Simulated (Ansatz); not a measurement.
# PtS2: the cost of one run

Computed with Ansatz 0.2.0 (reference: DFT, r2SCAN, plane waves, PAW, unless a step's input says otherwise).

1 further run of the same task is left out (it didn't finish).

### 1 The starting structure

Symmetry: R3m, No. 160, trigonal system. The conventional cell has a = 3.478 Å, b = 3.478 Å, c = 15.288 Å, α = 90.00°, β = 90.00°, γ = 120.00°. Pt (site symmetry 3m) is surrounded by 6 S at 2.41 to 2.48 Å. S (site symmetry 3m) has 3 Pt at 2.48 Å as nearest neighbours. S (site symmetry 3m) has 3 Pt at 2.41 Å as nearest neighbours.

Structure file:

```cif
data_structure
_symmetry_space_group_name_H-M 'R3m:H'
_symmetry_Int_Tables_number 160
_cell_length_a 3.4783
_cell_length_b 3.4783
_cell_length_c 15.2876
_cell_angle_alpha 90.000
_cell_angle_beta 90.000
_cell_angle_gamma 120.000
_cell_volume 160.18
loop_
_atom_site_label
_atom_site_type_symbol
_atom_site_symmetry_multiplicity
_atom_site_Wyckoff_symbol
_atom_site_fract_x
_atom_site_fract_y
_atom_site_fract_z
_atom_site_occupancy
Pt1 Pt 3 a 0.00000 0.00000 0.00263 1
S1 S 3 a 0.33333 0.66667 0.24107 1
S2 S 3 a 0.66667 0.33333 0.08964 1
```

### 2 Baseline

Contents of input.yaml:

```yaml
crystal:
  lattice:
    - [1.7391392306, 1.004092503, 5.0958703676]
    - [-1.7391392306, 1.004092503, 5.0958703676]
    - [0.0, -2.0081850059, 5.0958703676]
  atoms:
    - { symbol: Pt, position: [-0.0026256467, -0.0026256467, -0.0026256467] }
    - { symbol: S, position: [0.425598339, 0.425598339, 0.425598339] }
    - { symbol: S, position: [0.2436939743, 0.2436939743, 0.2436939743] }
kpoints:
  mp_grid: { grid: [6, 6, 6] }
hamiltonian:
  xc: r2scan
scf:
  occupations: { method: fermi_dirac, width: 0.02 }
  n_extra_bands: 4
output:
  forces: true
  stress: true
  eigenvalues: true
```

Run with:

```
$ ansatz run input.yaml --threads 4 --pin off --max-ram 3686MiB --backend cpu --events-out ev --progress --plain --runs-dir out
```

What time and memory should one allow on 4 threads of AMD EPYC 7R43 (Zen 3), shared host?

About 2.6 s, with a peak of 0.53 GiB.
